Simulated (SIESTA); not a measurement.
## TePb: elastic constants with PBEsol

The system is TePb.

```
Pb Te
1.0
     0.00038    3.23307    3.23307
     3.23307    0.00038    3.23307
     3.23307    3.23307    0.00038
Pb Te
1 1
Direct
  0.00000 0.00000 0.00000
  0.50000 0.50000 0.50000
```

The cell isn't the ideal one: cell relaxed.

* Program: SIESTA 5.4.2
* Task: elastic constants
* Functional: PBEsol
* Potentials or basis: PseudoDojo 0.4 standard (PBEsol files)
* Basis: DZP (energy shift 0.003 Ry; two zetas on semicore shells)
* Grid cutoff: 500 Ry
* Energy shift: 0.003 Ry
* k mesh: 5 × 5 × 5
* Occupations: fermi-dirac, width 0.05 eV
* Spin: no spin polarisation
* force tolerance: 0.005 eV/Å
* Hamiltonian tolerance: 0.0001 eV
* density-matrix tolerance: 1e-05

| Quantity | Value |
| --- | --- |
| Elastic constants C11, C12, C44 | 130, 4, 15 GPa |
| Voigt bulk modulus | 46 GPa |

Elastic tensor in Voigt notation (GPa, in the Cartesian axes of the cell as first typed):
```
130   4   4   0   0   0
  4 130   4   0   0   0
  4   4 130   0   0   0
  0   0   0  15   0   0
  0   0   0   0  15   0
  0   0   0   0   0  15
```

All runs of the series together: 7 min on 1 thread of Intel(R) Xeon(R) Platinum 8488C (Sapphire Rapids) (shared host).

Caveat: the basis of atomic orbitals isn't converged, which shifts pressures, moduli and gaps. The run has no spin-orbit coupling, so splittings on Pb, Te are missing.
